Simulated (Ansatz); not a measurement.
# Te: reading a single point

```
Te
1.0
     3.99415    2.38197    0.00000
     3.99415   -2.38197    0.00000
     0.00000    0.00000  -10.57362
Te
4
Direct
  0.60200 0.96800 0.90030
  0.03200 0.39800 0.59970
  0.39800 0.03200 0.09970
  0.96800 0.60200 0.40030
```

Method: PBE, no spin polarisation; PAW, plane waves to 420 eV, 8×8×4 Γ-centred mesh, fermi-dirac occupations (width 0.0108 eV) (Ansatz 0.2.0), atoms fixed.

**Question.** Which atom feels the largest force, and which way?

**Answer.** The largest is on Te1 (and as large on other atoms): 8.63 eV/Å, components (2.06, 2.12, 8.11). It makes 178° with the line to a nearest neighbour, Te3 at 2.27 Å, pointing away from it.

**Question.** Is there a gap?

**Answer.** It is a metal, with about 7.3 states/eV a cell as the mean within 0.25 eV of the Fermi level, mostly Te p (98 %).

**Question.** What does the stress say?

**Answer.** The pressure is 8.8 GPa (compression positive), so with the atoms held at these fractions the cell would first expand; the forces are large, so a full relaxation may end otherwise. The principal stresses -1.1, 1.0, 26.7 GPa differ, so its shape would change too.

**Question.** Describe some of the short contacts.

**Answer.** Te–Te at 2.27 Å: least valence density 0.92 e/Å³ and ELF 0.59 there. Both are smooth PAW fields, read partly inside the augmentation spheres.

Origin: a known structure type with other elements, at an estimated volume, so it need not be a known compound. Caveats: many states at the Fermi level without spin polarisation, so a magnetic state may lie lower; the Fermi level lies in a narrow band between gaps, which spin or distortion may split; atoms or cell far from equilibrium.
